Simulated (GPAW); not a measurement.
HfN:

```
Hf N
1.0
     0.00000    2.25600    2.25600
     2.25600    0.00000    2.25600
     2.25600    2.25600    0.00000
Hf N
1 1
Direct
  0.00000 0.00000 0.00000
  0.50000 0.50000 0.50000
```

| Item | Value |
| --- | --- |
| Program | GPAW 26.7.0 |
| Task | single point |
| Functional | PBEsol |
| Potentials or basis | PAW data sets generated in the run's folder for this functional |
| Cutoff | 800 eV |
| Basis | pw |
| k mesh | 10 × 10 × 10 |
| Occupations | fermi-dirac, width 0.05 eV |
| Spin | no spin polarisation |

On this cell: pressure -1.6 GPa; largest force zero by symmetry; band gap on the k mesh none (metal or under the smearing width).

The same run follows on a disturbed copy (atoms moved at random, drawn with an rms of 0.05 Å):

```
Hf N
1.0
     0.00000    2.25600    2.25600
     2.25600    0.00000    2.25600
     2.25600    2.25600    0.00000
Hf N
1 1
Direct
  0.02558 0.01152 0.98645
  0.48681 0.50285 0.51365
```

Q: What changes?

A: The energy (extrapolated to zero smearing) moves by +41.5 meV/atom; pressure 0.3 GPa; largest force 1.436 eV/Å; band gap on the k mesh none (metal or under the smearing width).

Forces in eV/Å, atoms in the order of the input:
```
Hf   0.504 -0.315 -1.307
N   -0.504  0.315  1.307
```

Stress tensor (GPa, compression positive):
```
-0.84  0.11  0.52
 0.11 -1.24 -0.34
 0.52 -0.34  3.01
```
